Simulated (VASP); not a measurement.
# Rh (Fm-3m) in VASP: notebook

One crystal, Rh, is run at these levels: r2SCAN; tasks: relaxation of the atoms.

Program: VASP 6.6.1. These are calculated values, not measurements. Logs are shortened: lines on timing, memory, paths and dates and some standing lists are left out, and cuts for length are marked.

## 1. The crystal as given

The structure is cubic, space group Fm-3m (No. 225). Conventional cell: a = 3.805 Å, b = 3.805 Å, c = 3.805 Å, α = 90.00°, β = 90.00°, γ = 90.00°. Around Rh (site symmetry m-3m) lie 12 Rh at 2.69 Å.

## 2. Relaxation of the atoms, r2SCAN (a relaxed cell with its volume scaled by 0.98)

Contents of INCAR:

```
PREC = Accurate ; ENCUT = 600
EDIFF = 1E-7 ; ISMEAR = 1
SIGMA = 0.1 ; LREAL = F
LASPH = T ; NELM = 80
ALGO = Normal ; ISIF = 2
LWAVE = F ; LCHARG = F
METAGGA = R2SCAN ; LMIXTAU = T
IBRION = 2 ; NSW = 40
EDIFFG = -0.01
```

Contents of KPOINTS:

```
regular mesh
0
Gamma
  16 16 16
```

Contents of POSCAR:

```
Rh                                      
1.0
    0.0000000000      1.8897511900      1.8897511900
    1.8897511900      0.0000000000      1.8897511900
    1.8897511900      1.8897511900      0.0000000000
  Rh            
     1
Direct
     0.0000000000000000    0.0000000000000000    0.0000000000000000
```

Potentials or basis: VASP PAW PBE potentials, release 64 (Rh_pv).

Launch:

```console
$ cat potpaw_PBE.64/Rh_pv/POTCAR > POTCAR
$ mpirun -np 1 vasp_std > vasp.out
```

OUTCAR:

```text
PREC = Accurate
   ENCUT = 600
   EDIFF = 1E-7
   ISMEAR = 1
   LREAL = F
   LASPH = T
   NELM = 80
   ISIF = 2
   METAGGA = R2SCAN
   IBRION = 2
   NSW = 40
   EDIFFG = -0.01

 ion  position               nearest neighbor table
   1  0.000  0.000  0.000-

  LATTYP: Found a face centered cubic cell.
 ALAT       =     3.7795023800

  Lattice vectors:

 A1 = (   0.0000000000,   1.8897511900,   1.8897511900)
 A2 = (   1.8897511900,   0.0000000000,   1.8897511900)
 A3 = (   1.8897511900,   1.8897511900,   0.0000000000)

Analysis of symmetry for initial positions (statically):
=====================================================================
 Subroutine PRICEL returns:
 Original cell was already a primitive cell.

 Routine SETGRP: Setting up the symmetry group for a
 face centered cubic supercell.

 Subroutine GETGRP returns: Found 48 space group operations
 (whereof 48 operations were pure point group operations)
 out of a pool of 48 trial point group operations.

The static configuration has the point symmetry O_h .

Analysis of symmetry for dynamics (positions and initial velocities):
=====================================================================
 Subroutine PRICEL returns:
 Original cell was already a primitive cell.

 Routine SETGRP: Setting up the symmetry group for a
 face centered cubic supercell.

 Subroutine GETGRP returns: Found 48 space group operations
 (whereof 48 operations were pure point group operations)
 out of a pool of 48 trial point group operations.

The dynamic configuration has the point symmetry O_h .

 Subroutine INISYM returns: Found 48 space group operations
 (whereof 48 operations are pure point group operations),
 and found     1 'primitive' translations

----------------------------------------------------------------------------------------

                                     Primitive cell

  volume of cell :      13.4972

  direct lattice vectors                    reciprocal lattice vectors
     0.000000000  1.889751190  1.889751190    -0.264585096  0.264585096  0.264585096
     1.889751190  0.000000000  1.889751190     0.264585096 -0.264585096  0.264585096
     1.889751190  1.889751190  0.000000000     0.264585096  0.264585096 -0.264585096

  length of vectors
     2.672511762  2.672511762  2.672511762     0.458274829  0.458274829  0.458274829

  position of ions in fractional coordinates (direct lattice)
     0.000000000  0.000000000  0.000000000

  ion indices of the primitive-cell ions
   primitive index   ion index
                 1           1

----------------------------------------------------------------------------------------

 KPOINTS: regular mesh

Automatic generation of k-mesh.
 Grid dimensions read from file:
 generate k-points for:   16   16   16

 Generating k-lattice:

  Cartesian coordinates                     Fractional coordinates (reciprocal lattice)
    -0.016536568  0.016536568  0.016536568     0.062500000  0.000000000  0.000000000
     0.016536568 -0.016536568  0.016536568     0.000000000  0.062500000  0.000000000
     0.016536568  0.016536568 -0.016536568     0.000000000  0.000000000  0.062500000

  Length of vectors
     0.028642177  0.028642177  0.028642177

  Shift w.r.t. Gamma in fractional coordinates (k-lattice)
     0.000000000  0.000000000  0.000000000

 Subroutine IBZKPT returns following result:
 ===========================================

 Found    145 irreducible k-points:

 Following reciprocal coordinates:
            Coordinates               Weight
  0.000000  0.000000  0.000000      1.000000
  0.062500  0.000000  0.000000      8.000000
  0.125000  0.000000  0.000000      8.000000
  0.187500  0.000000  0.000000      8.000000
  0.250000  0.000000  0.000000      8.000000
  0.312500  0.000000  0.000000      8.000000
[... 16 lines left out ...]
 -0.125000  0.062500  0.000000     24.000000
 -0.062500  0.062500  0.000000     12.000000
 [... further k-points ...]
   k-points           NKPTS =    145   k-points in BZ     NKDIM =    145   number of bands    NBANDS=     11
   number of dos      NEDOS =    301   number of ions     NIONS =      1
   total plane-waves  NPLWV =  13824
   dimension x,y,z NGX =    24 NGY =   24 NGZ =   24
   dimension x,y,z NGXF=    48 NGYF=   48 NGZF=   48
   ions per type =               1
   NGX,Y,Z   is equivalent  to a cutoff of  14.93, 14.93, 14.93 a.u.
   NGXF,Y,Z  is equivalent  to a cutoff of  29.86, 29.86, 29.86 a.u.
 SYSTEM =  unknown system
   PREC   = accura    normal or accurate (medium, high low for compatibility)
   ISTART =      0    job   : 0-new  1-cont  2-samecut
   ICHARG =      2    charge: 1-file 2-atom 10-const
   ISPIN  =      1    spin polarized calculation?
   LNONCOLLINEAR =      F non collinear calculations
   LSORBIT =      F    spin-orbit coupling
   LASPH  =      T    aspherical Exc in radial PAW
   ENCUT  =  600.0 eV  44.10 Ry    6.64 a.u.   5.34  5.34  5.34*2*pi/ulx,y,z
   NELM   =     80;   NELMIN=  2; NELMDL= -5     # of ELM steps
   EDIFF  = 0.1E-06   stopping-criterion for ELM
   LREAL  =      F    real-space projection
   EDIFFG = -.1E-01   stopping-criterion for IOM
   NSW    =     40    number of steps for IOM
   IBRION =      2    ionic relax: 0-MD 1-quasi-New 2-CG
   NFREE  =      1    steps in history (QN), initial steepest desc. (CG)
   ISIF   =      2    stress and relaxation
   ISYM   =      2    0-nonsym 1-usesym 2-fastsym
   POTIM  = 0.5000    time-step for ionic-motion
   TEBEG  =    0.0;   TEEND  =   0.0 temperature during run
   PSTRESS=    0.0 pullay stress
   NELECT =      15.0000    total number of electrons
   NUPDOWN=      -1.0000    fix difference up-down
   EMIN   =  10.00;   EMAX   =-10.00  energy-range for DOS
   EFERMI =   0.00;   METHOD = LEGACY
   ISMEAR =     1;   SIGMA  =   0.10  broadening in eV -4-tet -1-fermi 0-gaus
   EFERMI_NEDOS =   21; number of points for ismear=-14 and -15
   IALGO  =     38    algorithm
   IMIX   =      4    mixing-type and parameters
     AMIX     =   0.40;   BMIX     =  1.00
     AMIX_MAG =   1.60;   BMIX_MAG =  1.00
  volume/ion in A,a.u.               =      13.50        91.08
  Fermi-wavevector in a.u.,A,eV,Ry     =   1.695732  3.204469 39.123662  2.875508
  Thomas-Fermi vector in A             =   2.776723
   LORBIT       =      0    0 simple, 1 ext, 2 COOP (PROOUT), +10 PAW based schemes
   METAGGA = R2SCAN    functional components
   LHFCALC =     F    Hartree Fock is set to
   AEXX    =    0.0000 exact exchange contribution
   IVDW    =     0    specifies the selected vdW correction
   LEPSILON=     F    determine dielectric tensor
   LRPA    =     F    only Hartree local field effects (RPA)
 conjugate gradient relaxation of ions
 non-spin polarized calculation
 Methfessel and Paxton  Order N= 1 SIGMA  =   0.10
  energy-cutoff  :      600.00
  volume of cell :       13.50
 maximum number of plane-waves:       464
 NGX is ok and might be reduce to    24
   NGX = 11   NGY = 11   NGZ = 11

 number of electron      15.0000002 magnetization

 Free energy of the ion-electron system (eV)
  ---------------------------------------------------
  ext. energy  EPLUGINS =         0.00000000
  ---------------------------------------------------
  free energy    TOTEN  =       -24.13062150 eV

  energy without entropy =      -24.12988175  energy(sigma->0) =      -24.13037492

 E-fermi :  12.0507     XC(G=0): -15.3428

 val. band max:       12.0321285476   @ k =   0.5000   0.3125   0.1250
 cond. band min:      12.0546485876   @ k =   0.4375   0.1250   0.0625
 fundamental gap:      0.0225200401
 Fermi energy:        12.0506849103

 k-point     1 :       0.0000    0.0000    0.0000
  band No.  band energies     occupation
      1     -35.7415      2.00000
      2     -35.7415      2.00000
      3     -35.7415      2.00000
      4       3.7561      2.00000
      5       8.8130      2.00000
      6       8.8130      2.00000
      7       8.8130      2.00000
      8      10.9777      2.00000
      9      10.9777      2.00000
     10      28.7768      0.00000
     11      29.4488      0.00000

 k-point     2 :       0.0625    0.0000    0.0000
  band No.  band energies     occupation
      1     -35.7746      2.00000
      2     -35.7459      2.00000
      3     -35.7459      2.00000
      4       3.9238      2.00000
      5       8.7379      2.00000
      6       8.8786      2.00000
      7       8.8786      2.00000
      8      10.9411      2.00000
      9      10.9411      2.00000
     10      29.0206      0.00000
     11      29.4487      0.00000

 k-point     3 :       0.1250    0.0000    0.0000
  band No.  band energies     occupation
      1     -35.8685      2.00000
      2     -35.7585      2.00000
      3     -35.7585      2.00000
      4       4.3965      2.00000
      5       8.5624      2.00000
      6       9.0415      2.00000
      7       9.0415      2.00000
      8      10.8730      2.00000
      9      10.8730      2.00000
     10      29.4486      0.00000
     11      29.6498      0.00000

 k-point     4 :       0.1875    0.0000    0.0000
  band No.  band energies     occupation
      1     -36.0073      2.00000
      2     -35.7773      2.00000
      3     -35.7773      2.00000
      4       5.0547      2.00000
      5       8.4490      2.00000
      6       9.1874      2.00000
      7       9.1874      2.00000
      8      10.9026      2.00000
      9      10.9026      2.00000
     10      29.4475      0.00000
     11      29.9748      0.00000

 k-point     5 :       0.2500    0.0000    0.0000
  band No.  band energies     occupation
      1     -36.1688      2.00000
      2     -35.7994      2.00000
      3     -35.7994      2.00000
      4       5.6129      2.00000
      5       8.7175      2.00000
      6       9.1801      2.00000
      7       9.1801      2.00000
      8      11.1723      2.00000
      9      11.1723      2.00000
     10      28.0739      0.00000
     11      29.4496      0.00000
[... 211 lines left out ...]
 k-point    21 :      -0.2500    0.0625    0.0000
  band No.  band energies     occupation
      1     -36.2241      2.00000
      2     -35.8409      2.00000
      3     -35.7979      2.00000
      4       5.8607      2.00000
      5       8.6903      2.00000
      6       9.1649      2.00000
      7       9.2347      2.00000
      8      10.9515      2.00000
      9      11.8512      2.01624
     10      27.5000      0.00000
     11      29.4494      0.00000

 k-point    22 :      -0.1875    0.0625    0.0000
  band No.  band energies     occupation
      1     -36.0666      2.00000
      2     -35.8158      2.00000
      3     -35.7758      2.00000
      4       5.4107      2.00000
      5       8.3154      2.00000
      6       9.2502      2.00000
      7       9.3006      2.00000
      8      10.6144      2.00000
      9      11.3561      2.00000
     10      29.4252      0.00000
     11      29.4847      0.00000

 k-point    23 :      -0.1250    0.0625    0.0000
  band No.  band energies     occupation
      1     -35.9241      2.00000
      2     -35.7900      2.00000
      3     -35.7581      2.00000
      4       4.7433      2.00000
      5       8.3918      2.00000
      6       9.1596      2.00000
      7       9.1908      2.00000
      8      10.6111      2.00000
      9      11.0946      2.00000
     10      29.4485      0.00000
     11      30.0655      0.00000

 k-point    24 :      -0.0625    0.0625    0.0000
  band No.  band energies     occupation
      1     -35.8211      2.00000
      2     -35.7654      2.00000
      3     -35.7476      2.00000
      4       4.1948      2.00000
      5       8.5972      2.00000
      6       8.9688      2.00000
      7       9.0201      2.00000
      8      10.7784      2.00000
      9      11.0055      2.00000
     10      29.4000      0.00000
     11      29.4487      0.00000

 [... further k-points ...]

------------------------ aborting loop because EDIFF is reached ----------------------------------------

  FORCE on cell =-STRESS in cart. coord.  units (eV):
  Direction    XX          YY          ZZ          XY          YZ          ZX
  --------------------------------------------------------------------------------------
  -------------------------------------------------------------------------------------
  Total        0.5065125      0.5065125      0.5065125      0.0000000      0.0000000      0.0000000
  in kB       60.1252435     60.1252435     60.1252435      0.0000000      0.0000000      0.0000000
  external PRESSURE =      60.1252435 kB  Pullay stress =       0.0000000 kB

 VOLUME and BASIS-vectors are now :
 -----------------------------------------------------------------------------
  energy-cutoff  :      600.00
  volume of cell :       13.50
      direct lattice vectors                 reciprocal lattice vectors
     0.000000000  1.889751190  1.889751190    -0.264585096  0.264585096  0.264585096
     1.889751190  0.000000000  1.889751190     0.264585096 -0.264585096  0.264585096
     1.889751190  1.889751190  0.000000000     0.264585096  0.264585096 -0.264585096

 POSITION                                       TOTAL-FORCE (eV/Angst)
 -----------------------------------------------------------------------------------
      0.00000      0.00000      0.00000         0.000000     -0.000000      0.000000
 -----------------------------------------------------------------------------------
    total drift:                               -0.000000      0.000000     -0.000000

  FREE ENERGIE OF THE ION-ELECTRON SYSTEM (eV)
  ---------------------------------------------------
  free  energy   TOTEN  =       -24.1306215031 eV

  energy  without entropy=      -24.1298817467  energy(sigma->0) =      -24.13037492

 reached required accuracy - stopping structural energy minimisation
```

Run time: 42 s. Hardware: 1 thread of Intel Xeon 6975P-C (Granite Rapids), shared host; peak memory 0.16 GiB.

Results:

* Free energy: -24.1306 eV
* Pressure after relaxing: 6.0 GPa
* Band gap on the k mesh: none (metal or under the smearing width)

Final structure:
```
CELL_PARAMETERS angstrom
0.00000 1.88975 1.88975
1.88975 0.00000 1.88975
1.88975 1.88975 0.00000
ATOMIC_POSITIONS crystal
Rh 0.00000 0.00000 0.00000
```

Caveat: the relaxation stopped at its first step, so nothing moved; the PAW data sets were made with another functional, which shifts forces and pressure a little.

## 3. Relaxation of the atoms, r2SCAN

INCAR is that of step 2.

KPOINTS is that of step 2.

Contents of POSCAR:

```
Rh                                      
1.0
    0.0000000000      1.9025201665      1.9025201665
    1.9025201665      0.0000000000      1.9025201665
    1.9025201665      1.9025201665      0.0000000000
  Rh            
     1
Direct
     0.0000000000000000    0.0000000000000000    0.0000000000000000
```

Potentials or basis: VASP PAW PBE potentials, release 64 (Rh_pv).

Launch:

```console
$ cat potpaw_PBE.64/Rh_pv/POTCAR > POTCAR
$ mpirun -np 1 vasp_std > vasp.out
```

Run time: 40 s. Hardware: 1 thread of Intel Xeon 6975P-C (Granite Rapids), shared host; peak memory 0.16 GiB.

It converged, with:

* Free energy: -24.1359 eV
* Pressure after relaxing: 0.0 GPa
* Band gap on the k mesh: none (metal or under the smearing width)

Final structure:
```yaml
crystal:
  lattice:
    - [0.00000, 1.90252, 1.90252]
    - [1.90252, 0.00000, 1.90252]
    - [1.90252, 1.90252, 0.00000]
  atoms:
    - { symbol: Rh, position: [0.00000, 0.00000, 0.00000] }
```

Levels at points of the mesh, in eV from the Fermi level:
| k point | band 3 | band 4 | band 5 | band 6 | band 7 | band 8 | band 9 | band 10 | band 11 |
| --- | --- | --- | --- | --- | --- | --- | --- | --- | --- |
| (0.00, 0.00, 0.00) | -47.76 | -8.14 | -3.14 | -3.14 | -3.14 | -1.04 | -1.04 | 16.74 | 17.42 |
| (0.50, 0.00, 0.00) | -47.86 | -6.30 | -3.25 | -3.25 | 0.61 | 0.61 | 0.93 | 9.09 | 16.30 |
| (0.50, 0.50, 0.00) | -48.04 | -6.50 | -6.13 | 0.54 | 1.07 | 1.07 | 3.51 | 12.88 | 14.02 |

Caveat: the relaxation stopped at its first step, so nothing moved; the PAW data sets were made with another functional, which shifts forces and pressure a little.

## 4. Relaxation of the atoms, r2SCAN (a relaxed cell with its volume scaled by 1.02)

INCAR is that of step 3.

KPOINTS is that of step 3.

Contents of POSCAR:

```
Rh                                      
1.0
    0.0000000000      1.9151200050      1.9151200050
    1.9151200050      0.0000000000      1.9151200050
    1.9151200050      1.9151200050      0.0000000000
  Rh            
     1
Direct
     0.0000000000000000    0.0000000000000000    0.0000000000000000
```

Launch:

```console
$ cat potpaw_PBE.64/Rh_pv/POTCAR > POTCAR
$ mpirun -np 1 vasp_std > vasp.out
```

Wall time 41 s (1 thread of Intel Xeon 6975P-C (Granite Rapids), shared host); peak memory 0.16 GiB.

Results (log left out):

```yaml
Free_energy: -24.1315 eV
Pressure_after_relaxing: -5.3 GPa
Band_gap_on_the_k_mesh: none (metal or under the smearing width)
```

Final structure:
```cif
data_structure
_symmetry_space_group_name_H-M 'P 1'
_symmetry_Int_Tables_number 1
_cell_length_a 2.7084
_cell_length_b 2.7084
_cell_length_c 2.7084
_cell_angle_alpha 60.000
_cell_angle_beta 60.000
_cell_angle_gamma 60.000
_cell_volume 14.05
loop_
_atom_site_label
_atom_site_type_symbol
_atom_site_fract_x
_atom_site_fract_y
_atom_site_fract_z
_atom_site_occupancy
Rh1 Rh 0.00000 0.00000 0.00000 1
```

Levels at points of the mesh, in eV from the Fermi level:
```
           k point  band 5  band 6  band 7  band 8  band 9  band 10
(0.00, 0.00, 0.00)   -3.04   -3.04   -3.04   -1.01   -1.01    16.75
(0.50, 0.00, 0.00)   -3.15   -3.15    0.59    0.59    0.96     8.88
(0.50, 0.50, 0.00)   -5.95    0.52    1.04    1.04    3.48    12.62
```

Caveat: the relaxation stopped at its first step, so nothing moved; the PAW data sets were made with another functional, which shifts forces and pressure a little.

[end of part 1 of 2]
